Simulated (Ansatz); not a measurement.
# InPd (Pm-3m) in Ansatz: convergence with scf convergence dr2 threshold

Aim: find how far scf convergence dr2 threshold must go before the results for InPd settle, at r2SCAN. This setting moves, with any that are tied to it; all else stays.

Everything below comes from runs of Ansatz 0.2.0. Logs are shortened: lines on timing, memory, paths and dates and some standing lists are left out, and cuts for length are marked.

## (1) The crystal as given

The structure is cubic, space group Pm-3m (No. 221). Conventional cell: a = 3.272 Å, b = 3.272 Å, c = 3.272 Å, α = 90.00°, β = 90.00°, γ = 90.00°. Around In (site symmetry m-3m) lie 8 Pd at 2.83 Å. Pd (site symmetry m-3m) has 8 In at 2.83 Å as nearest neighbours.

The cell comes from a database or a generator and needn't be the stable form of this composition.

## (2) With scf convergence dr2 threshold 0.01

Contents of input.yaml:

```yaml
crystal:
  lattice:
    - [3.27188478, 0.0, 0.0]
    - [0.0, 3.27188478, 0.0]
    - [0.0, 0.0, 3.27188478]
  atoms:
    - { symbol: In, position: [0.0, 0.0, 0.0] }
    - { symbol: Pd, position: [0.5, 0.5, 0.5] }
hamiltonian:
  xc: r2scan
  pseudopotentials: { kind: paw, level: accurate }
kpoints:
  mp_grid: { grid: [7, 7, 7] }
scf:
  occupations: { method: fermi_dirac, width: 0.1 }
  convergence: { dr2_threshold: 0.01 }
output:
  forces: true
  stress: true
  eigenvalues: true
```

Potentials or basis: Ansatz PAW earlier set.

Started as:

```console
ansatz run input.yaml --threads 2 --pin off --max-ram 5632MiB --backend cpu --events-out ev --progress --plain --runs-dir out
```

Wall time 4.4 s (2 threads of Intel Xeon at 2.70GHz, shared host); peak memory 0.47 GiB.

What came out:

```
Free energy            : -15968.6296 eV
Pressure               : -0.4 GPa
Band gap on the k mesh : none (metal or under the smearing width)
```

## (3) With scf convergence dr2 threshold 0.001

Edit input.yaml of step 2 so:

```diff
@@ -15,3 +15,3 @@
   occupations: { method: fermi_dirac, width: 0.1 }
-  convergence: { dr2_threshold: 0.01 }
+  convergence: { dr2_threshold: 0.001 }
 output:
```

Potentials or basis: Ansatz PAW earlier set.

Started as:

```console
ansatz run input.yaml --threads 2 --pin off --max-ram 5632MiB --backend cpu --events-out ev --progress --plain --runs-dir out
```

Wall time 2.9 s (2 threads of Intel Xeon at 2.70GHz, shared host); peak memory 0.47 GiB.

What came out:

* Free energy: -15968.6303 eV
* Pressure: -0.5 GPa
* Band gap on the k mesh: none (metal or under the smearing width)

## (4) With scf convergence dr2 threshold 0.0001

Edit input.yaml of step 3 so:

```diff
@@ -15,3 +15,3 @@
   occupations: { method: fermi_dirac, width: 0.1 }
-  convergence: { dr2_threshold: 0.001 }
+  convergence: { dr2_threshold: 0.0001 }
 output:
```

Started as:

```console
ansatz run input.yaml --threads 2 --pin off --max-ram 5632MiB --backend cpu --events-out ev --progress --plain --runs-dir out
```

Wall time 3.4 s (2 threads of Intel Xeon at 2.70GHz, shared host); peak memory 0.47 GiB.

What came out:

| Item | Value |
| --- | --- |
| Free energy | -15968.6303 eV |
| Pressure | -0.5 GPa |
| Band gap on the k mesh | none (metal or under the smearing width) |

## (5) With scf convergence dr2 threshold 1e-05

Edit input.yaml of step 4 so:

```diff
@@ -15,3 +15,3 @@
   occupations: { method: fermi_dirac, width: 0.1 }
-  convergence: { dr2_threshold: 0.0001 }
+  convergence: { dr2_threshold: 1.0e-05 }
 output:
```

Started as:

```console
ansatz run input.yaml --threads 2 --pin off --max-ram 5632MiB --backend cpu --events-out ev --progress --plain --runs-dir out
```

Run time: 3.1 s. Hardware: 2 threads of Intel Xeon at 2.70GHz, shared host; peak memory 0.47 GiB.

Results:

```yaml
Free_energy: -15968.6303 eV
Pressure: -0.5 GPa
Band_gap_on_the_k_mesh: none (metal or under the smearing width)
```

## (6) With scf convergence dr2 threshold 1e-06

Edit input.yaml of step 5 so:

```diff
@@ -15,3 +15,3 @@
   occupations: { method: fermi_dirac, width: 0.1 }
-  convergence: { dr2_threshold: 1.0e-05 }
+  convergence: { dr2_threshold: 1.0e-06 }
 output:
```

Potentials or basis: Ansatz PAW earlier set.

Started as:

```console
ansatz run input.yaml --threads 2 --pin off --max-ram 5632MiB --backend cpu --events-out ev --progress --plain --runs-dir out
```

It took 4.4 s on 2 threads of Intel Xeon at 2.70GHz, shared host; peak memory 0.48 GiB.

Results (log left out):

| Property | Result |
| --- | --- |
| Free energy | -15968.6303 eV |
| Pressure | -0.5 GPa |
| Band gap on the k mesh | none (metal or under the smearing width) |

## (7) With scf convergence dr2 threshold 1e-07

Edit input.yaml of step 6 so:

```diff
@@ -15,3 +15,3 @@
   occupations: { method: fermi_dirac, width: 0.1 }
-  convergence: { dr2_threshold: 1.0e-06 }
+  convergence: { dr2_threshold: 1.0e-07 }
 output:
```

Started as:

```console
ansatz run input.yaml --threads 2 --pin off --max-ram 5632MiB --backend cpu --events-out ev --progress --plain --runs-dir out
```

It took 4.1 s on 2 threads of Intel Xeon at 2.70GHz, shared host; peak memory 0.48 GiB.

The run converged. Its results:

```yaml
Free_energy: -15968.6303 eV
Pressure: -0.5 GPa
Band_gap_on_the_k_mesh: none (metal or under the smearing width)
```

## (8) With scf convergence dr2 threshold 1e-09

Edit input.yaml of step 7 so:

```diff
@@ -15,3 +15,3 @@
   occupations: { method: fermi_dirac, width: 0.1 }
-  convergence: { dr2_threshold: 1.0e-07 }
+  convergence: { dr2_threshold: 1.0e-09 }
 output:
```

Started as:

```console
ansatz run input.yaml --threads 2 --pin off --max-ram 5632MiB --backend cpu --events-out ev --progress --plain --runs-dir out
```

Run time: 3.3 s. Hardware: 2 threads of Intel Xeon at 2.70GHz, shared host; peak memory 0.47 GiB.

Results (log left out):

| Item | Value |
| --- | --- |
| Free energy | -15968.6303 eV |
| Pressure | -0.5 GPa |
| Band gap on the k mesh | none (metal or under the smearing width) |

## (9) With scf convergence dr2 threshold 1e-11

Edit input.yaml of step 8 so:

```diff
@@ -15,3 +15,3 @@
   occupations: { method: fermi_dirac, width: 0.1 }
-  convergence: { dr2_threshold: 1.0e-09 }
+  convergence: { dr2_threshold: 1.0e-11 }
 output:
```

Potentials or basis: Ansatz PAW earlier set.

Started as:

```console
ansatz run input.yaml --threads 2 --pin off --max-ram 5632MiB --backend cpu --events-out ev --progress --plain --runs-dir out
```

Log:

```text
Warning: RAYON_NUM_THREADS=2 ignored (pool sized by the plan → 2); use --threads N
Engine: ansatz 0.2.0, x86_64-unknown-linux-gnu
Pseudopotentials: kind: paw, level: accurate
Pseudopotential: In, paw, valence charge 21, recommended cutoff 620 eV (normal), In.paw.azcp#accurate
Pseudopotential: Pd, paw, valence charge 18, recommended cutoff 720 eV (high), Pd.paw.azcp
Functional definition: r2SCAN
  parameter k0 = 0.174
  parameter k1 = 0.065
  parameter a1 = 4.9479
  exchange = r2scan_x(k0 = k0, k1 = k1, a1 = a1)
  correlation = r2scan_c
Crystal: 2 atoms, lattice volume = 35.026 Å³
Basis set: ecut = 720 eV, 1551 PW (Γ), exchange–correlation on 120×120×120 points (64 copies of the dense FFT grid, shifted against one another)
Bands: 24, of which v1, the nominal top of the filled ones, is band 20 counted from 1 (19 counted from 0)
Symmetry: 48 space group operations
Space group: Pm-3m (ITA 221), of the structure as read, at distance tolerance 3.3e-5 Å
k-points: 20 of 343
Non-local potential: In, projectors of the file, l = 0: 3, l = 1: 3, l = 2: 3, l = 3: 2
Non-local potential: Pd, projectors of the file, l = 0: 3, l = 1: 3, l = 2: 2, l = 3: 2
PAW form: soft (Blöchl's): semilocal exchange-correlation on the pseudo side does not see the compensation charge
PAW frozen core: In, regenerated for the run's functional (the file was generated under x = pbe(κ = 0.804, μ = 0.2195149727645171), c = pbe(β = 0.06672455060314922))
PAW frozen core: Pd, regenerated for the run's functional (the file was generated under x = pbe(κ = 0.804, μ = 0.2195149727645171), c = pbe(β = 0.06672455060314922))
PAW one-centre angular grid: In, 590 points (default); XC on 293 of its mesh's 1535 points in the sphere
PAW one-centre angular grid: Pd, 590 points (default); XC on 189 of its mesh's 427 points in the sphere
Initial density: superposition of atomic densities (chi_scale 0.1, normalization cell, long waves kept (reshape's long-wave potential 0.00 eV rms))
Initial wavefunctions: pseudopotential atomic-orbital guess
Functional: x = r2scan, c = r2scan; τ floored in thin density (d = 2e-4 eV/Å³)
SCF iter   1: F=—  HF=-15971.681101 eV  |F-HF|=—  |Δ(HF+E_count)|=         —  Δρ=1.92e-1  dr2=1.78e1  dr2_τ=3.02e0  ethr=3.10e-3  ⟨swp⟩=5.7  Hψ=2039  notcnv=0
preconditioner: auto → Kerker (q_TF=auto, 2.778 Å⁻¹)  [metal: Δε(μ)=0.049 eV  Ē_g=15.328 eV  σ=0.100 eV  W_gap=0.12  n_scr=18 (ndim 8)  ℏωp=30.1 eV  f_vac=0.000  D(μ)=1.72/eV (n_scr^D=18)]
SCF iter   2: F=—  HF=-15968.325363 eV  |F-HF|=—  |Δ(HF+E_count)|=    3.36e0  Δρ=3.52e-2  dr2=2.39e-1  dr2_τ=2.02e0  ethr=3.10e-3  ⟨swp⟩=3.0  Hψ=1178  notcnv=0
SCF iter   3: F=—  HF=-15968.587565 eV  |F-HF|=—  |Δ(HF+E_count)|=   2.62e-1  Δρ=2.31e-2  dr2=1.05e-1  dr2_τ=1.04e-2  ethr=6.13e-4  ⟨swp⟩=2.0  Hψ=709  notcnv=0
SCF iter   4: F=—  HF=-15968.626432 eV  |F-HF|=—  |Δ(HF+E_count)|=   3.89e-2  Δρ=2.98e-3  dr2=1.91e-3  dr2_τ=6.78e-4  ethr=2.69e-4  ⟨swp⟩=2.0  Hψ=717  notcnv=0
SCF iter   5: F=—  HF=-15968.630074 eV  |F-HF|=—  |Δ(HF+E_count)|=   3.64e-3  Δρ=1.60e-3  dr2=1.09e-3  dr2_τ=1.73e-4  ethr=4.89e-6  ⟨swp⟩=2.0  Hψ=777  notcnv=0
SCF iter   6: F=—  HF=-15968.630262 eV  |F-HF|=—  |Δ(HF+E_count)|=   1.88e-4  Δρ=4.03e-4  dr2=3.58e-5  dr2_τ=4.83e-6  ethr=2.80e-6  ⟨swp⟩=2.0  Hψ=623  notcnv=0
SCF iter   7: F=—  HF=-15968.630299 eV  |F-HF|=—  |Δ(HF+E_count)|=   3.64e-5  Δρ=1.61e-4  dr2=6.70e-6  dr2_τ=1.48e-6  ethr=9.19e-8  ⟨swp⟩=2.0  Hψ=880  notcnv=0
SCF iter   8: F=—  HF=-15968.630307 eV  |F-HF|=—  |Δ(HF+E_count)|=   7.92e-6  Δρ=3.73e-5  dr2=2.29e-7  dr2_τ=4.53e-8  ethr=1.72e-8  ⟨swp⟩=2.0  Hψ=709  notcnv=0
SCF iter   9: F=—  HF=-15968.630301 eV  |F-HF|=—  |Δ(HF+E_count)|=   5.91e-6  Δρ=1.04e-5  dr2=3.03e-8  dr2_τ=7.38e-9  ethr=5.86e-10  ⟨swp⟩=2.0  Hψ=829  notcnv=0
SCF iter  10: F=—  HF=-15968.630301 eV  |F-HF|=—  |Δ(HF+E_count)|=   1.71e-8  Δρ=1.76e-6  dr2=6.06e-10  dr2_τ=5.18e-11  ethr=7.78e-11  ⟨swp⟩=2.0  Hψ=703  notcnv=0
SCF iter  11: F=—  HF=-15968.630301 eV  |F-HF|=—  |Δ(HF+E_count)|=  9.53e-10  Δρ=4.70e-7  dr2=8.29e-11  dr2_τ=1.04e-11  ethr=1.55e-12  ⟨swp⟩=2.0  Hψ=833  notcnv=0
SCF iter  12: F=-15968.630301 eV  HF=-15968.630301 eV  |F-HF|=1.82e-12  |Δ(HF+E_count)|=  4.00e-11  Δρ=1.27e-7  dr2=6.07e-12  dr2_τ=1.62e-13  ethr=1.00e-12  ⟨swp⟩=4.8  Hψ=2301  notcnv=0
SCF 1 converged in 12 iterations: F = -15968.630301 eV  dr2 = 6.07e-12
SCF converged after 12 iterations
Free energy (F): -15968.630301 eV
Harris-Foulkes:  -15968.630301 eV  (|F-HF|=1.82e-12)
Internal energy: -15968.611474 eV  (E = F + TS)
E sigma→0 (E₀):  -15968.620887 eV
Entropy (-TS):   -0.018827 eV (-9.413 meV/atom)
Fermi energy:    18.227031 eV
--- Per-component energies (eV) ---
  E_band       = -680.300374
  E_kinetic    = 1230.667550
  E_local      = -7551.157145  (includes V_loc(G=0)·N_el)
  E_nonlocal   = 2583.058181
  E_hartree    = 2420.906260
  E_xc         = -831.674836
  E_vxc        = -559.854038  (∫ρ·V_xc dr)
  E_paw        = -7708.959696  (= ΣΔE_a, less E_core_relax)
  E_vpaw       = -1262.493515  (= ΣTr[D̂ρ^β], less what the cores' own moments, if any, meet on the grid)
  E_core_relax = -0.000386  (the energy of the cores' relaxation)
  E_aug_tail   = 0.000001  (compensation charges beyond the density's cutoff)
  E_vtau       = 37.666175  (kinetic-family band-sum trace: ∫τ·v_τ [+ j·A + Jᵃ·Aᵃ] dr)
  E_ewald      = -6110.374147
  E_core_change = -1.077256  (= ΣΔE_core)
  E_smearing   = -0.018827  (= −TS)
  E_closure    = 0.000000  (closes the sum)
  Σ components = -15968.630301   (vs F -15968.630301, Δ=0.00e0)
--- Forces (eV/Å), atoms counted from 1 ---
  atom   1  In     0.00000000     0.00000000     0.00000000
  atom   2  Pd     0.00000000    -0.00000000     0.00000000
  max |Σ_I F_I| component: 3.81e-29 eV/Å
--- Stress (GPa, compression-positive) ---
       -0.457260      -0.000000      -0.000000
       -0.000000      -0.457260       0.000000
        0.000000       0.000000      -0.457260
  P = ⅓ Tr σ = -0.4573 GPa (-4.573 kbar)
--- Band table (eV; the first three rows and the last of 20) ---
  k-point 0: bands = ["-100.8613", "-68.9434", "-58.3695", "-58.3695", "-58.3695", "-33.8576", "-33.8576", "-33.8576", "2.3911", "2.3911", "2.8177", "2.8177", "2.8177", "7.5805", "13.9862", "13.9862", "15.5937", "15.5937", "15.5937", "22.5292", "22.5292", "22.5292", "28.1539", "28.8968"]
  k-point 1: bands = ["-100.8613", "-68.9431", "-58.3706", "-58.3694", "-58.3694", "-33.8641", "-33.8571", "-33.8571", "2.4024", "2.4599", "2.7969", "2.7969", "2.8238", "7.9197", "13.9914", "14.0303", "15.3644", "15.3644", "15.5799", "20.5970", "23.1814", "23.1814", "28.4758", "28.7790"]
  k-point 2: bands = ["-100.8612", "-68.9424", "-58.3729", "-58.3692", "-58.3692", "-33.8789", "-33.8561", "-33.8561", "2.4278", "2.6138", "2.7506", "2.7506", "2.8375", "8.9246", "13.8287", "14.0033", "14.9252", "14.9252", "15.5490", "18.0165", "24.8802", "24.8802", "28.4863", "28.6387"]
  k-point 19: bands = ["-100.8607", "-68.9387", "-58.3742", "-58.3742", "-58.3742", "-33.8845", "-33.8845", "-33.8845", "2.5388", "2.5521", "2.5521", "3.0008", "3.0008", "12.6467", "13.0511", "13.0511", "16.0387", "16.0387", "18.4442", "19.7834", "21.2696", "21.2696", "23.7109", "23.7426"]
```

Run time: 4.6 s. Hardware: 2 threads of Intel Xeon at 2.70GHz, shared host; peak memory 0.47 GiB.

Results:

- Free energy: -15968.6303 eV
- Pressure: -0.5 GPa
- Band gap on the k mesh: none (metal or under the smearing width)

## (10) The series at a glance

```
scf convergence dr2 threshold  energy less the tightest run, at zero smearing (meV/atom)  SCF cycles  CPU time (s)  peak memory (GiB)
                         0.01                                                       0.35           5           7.4               0.47
                        0.001                                                       0.01           6             5               0.47
                       0.0001                                                       0.00           7           5.3               0.47
                        1e-05                                                       0.00           7           5.3               0.47
                        1e-06                                                       0.00           8           7.6               0.48
                        1e-07                                                       0.00           9             7               0.48
                        1e-09                                                       0.00          10           5.7               0.47
                        1e-11                                                       0.00          12             8               0.47
```

Against the tightest run, the energy stays within 1 meV/atom from 0.01 on. The tightest run that finished is the yardstick and may itself not be fully converged.

Caveats: the PAW data sets come from PBE, with cores solved anew for the run's functional, which leaves a small shift of forces and pressure.
